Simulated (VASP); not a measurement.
CaO:

```
Ca O
1.0
    -1.55296    1.55296    5.82128
     1.55296   -1.55296    5.82128
     1.55296    1.55296   -5.82128
Ca O
2 2
Direct
  0.04236 0.04236 0.00000
  0.79236 0.29236 0.50000
  0.45764 0.45764 0.00000
  0.20764 0.70764 0.50000
```

The cell was built by a generator and needn't be a form met in nature.

* Program: VASP 6.6.1
* Task: relaxation of cell and atoms
* Functional: PBEsol
* Dispersion: D3(BJ)
* Potentials or basis: VASP PAW PBE potentials, release 64 (Ca_sv, O)
* Cutoff: 600 eV
* k mesh: 9 × 9 × 9
* Occupations: fermi-dirac, width 0.05 eV
* Spin: no spin polarisation

At the start: pressure -6.9 GPa; volume 14.04 Å³/atom.

Task: How do energy, volume and symmetry change on relaxing?

Result: Over 6 steps the energy falls by 21.5 meV/atom and the volume is 13.10 Å³/atom (-6.7 %); space group I4_1md (No. 109, to 0.05 Å).

The path:
```tsv
step	energy change (eV)	largest force (eV/Å)	pressure (GPa)	volume (Å³)
1	0.0000	0.0132	-6.86	56.16
2	-0.0763	0.1061	2.42	51.41
3	-0.0841	0.0760	-0.01	52.45
4	-0.0854	0.0465	0.00	52.40
5	-0.0857	0.0237	0.06	52.36
6	-0.0859	0.0099	-0.07	52.40
```

Final structure:
```cif
data_structure
_symmetry_space_group_name_H-M 'P 1'
_symmetry_Int_Tables_number 1
_cell_length_a 6.0663
_cell_length_b 6.0663
_cell_length_c 6.0663
_cell_angle_alpha 150.986
_cell_angle_beta 150.986
_cell_angle_gamma 41.496
_cell_volume 52.40
loop_
_atom_site_label
_atom_site_type_symbol
_atom_site_fract_x
_atom_site_fract_y
_atom_site_fract_z
_atom_site_occupancy
Ca1 Ca 0.04301 0.04301 0.00000 1
Ca2 Ca 0.79301 0.29301 0.50000 1
O1 O 0.45699 0.45699 0.00000 1
O2 O 0.20699 0.70699 0.50000 1
```

Caveat: the PAW data sets were made with another functional, which shifts forces and pressure a little.
